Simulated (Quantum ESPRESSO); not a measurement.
Nb, 1 atom in the cell. It takes space group Fm-3m (No. 225, cubic). The conventional cell has a = 4.230 Å, b = 4.230 Å, c = 4.230 Å, α = 90.00°, β = 90.00°, γ = 90.00°. Nb (site symmetry m-3m) is surrounded by 12 Nb at 2.99 Å. This isn't the form of Nb at room conditions, which is bcc.

```yaml
Program: Quantum ESPRESSO 7.5
Task: phonon dispersion
Functional: PBE
Potentials_or_basis: GBRV 1.5 PBE
Cutoff: 612 eV
Density_cutoff: 4898 eV
k_mesh: 12 × 12 × 12
Occupations: methfessel-paxton, width 0.272 eV
Spin: no spin polarisation
Mixing_beta: 0.5
Most_SCF_iterations: 120
SCF_threshold: 2e-10 Ry
q_mesh: 3 × 3 × 3
```

Potentials or basis: GBRV 1.5 PBE.

The run is started by

```bash
$ OMP_NUM_THREADS=1 pw.x -in pw.in > pw.out
$ OMP_NUM_THREADS=1 pw.x -in relax.in > relax.out
$ OMP_NUM_THREADS=1 pw.x -in scf2.in > scf2.out
$ OMP_NUM_THREADS=1 ph.x -in ph.in > ph.out
$ OMP_NUM_THREADS=1 q2r.x -in q2r.in > q2r.out
$ OMP_NUM_THREADS=1 matdyn.x -in matdyn.in > matdyn.out
$ OMP_NUM_THREADS=1 matdyn.x -in matdyn_dos.in > matdyn_dos.out
$ OMP_NUM_THREADS=1 matdyn.x -in matdyn_mesh.in > matdyn_mesh.out
```

Hardware: 1 thread of Intel(R) Xeon(R) Platinum 8375C CPU @ 2.90GHz (Ice Lake), with other jobs on the host.

Estimate the wall time of this run.

Wall time 14 min on 1 thread of Intel(R) Xeon(R) Platinum 8375C CPU @ 2.90GHz (Ice Lake), with other jobs on the host, peak memory 0.09 GiB. Counts: scf iterations 42, k pools 1, bands 12, ion steps 4, k points 72, g dense 14649.
